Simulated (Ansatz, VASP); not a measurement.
Au: VASP and Ansatz over several settings

```
CELL_PARAMETERS angstrom
0.00000 2.04848 2.04848
2.04848 0.00000 2.04848
2.04848 2.04848 0.00000
ATOMIC_POSITIONS crystal
Au 0.00000 0.00000 0.00000
```

Single points on this cell with VASP 6.6.1 and Ansatz 0.2.0. Each row is one pair of runs. Alike in all rows: spin: off; k mesh: 11 × 11 × 11; smearing: fermi-dirac, width 0.05 eV.

```tsv
level	VASP's potentials, cutoff	Ansatz's potentials, cutoff	gap on the k mesh at the Fermi level (eV), VASP	gap on the k mesh at the Fermi level (eV), Ansatz	pressure (GPa), VASP	pressure (GPa), Ansatz
LDA	VASP PAW LDA potentials, release 64 (Au), 520 eV	JTH PAW LDA, 750 eV	none	none	-6.0	-6.2
PBE+D4	VASP PAW PBE potentials, release 64 (Au), 520 eV	Ansatz PAW, 420 eV	none	none	0.9	1.2
SVWN5	VASP PAW PBE potentials, release 64 (Au), 520 eV	Ansatz PAW, 420 eV	?	none	?	-6.5
```

Task: Fill in what VASP gave in row 3.

Result: gap on the k mesh at the Fermi level (eV): none; pressure (GPa): -6.8.

A gap of «none» marks a metal or a gap that the smearing closes.

Caveats: pairwise dispersion overbinds metals, which lowers pressure and volume (some rows); the PAW data sets were made with another functional, which shifts forces and pressure a little (VASP); the PAW data sets come from PBE, with cores solved anew for the run's functional, which leaves a small shift of forces and pressure (Ansatz).
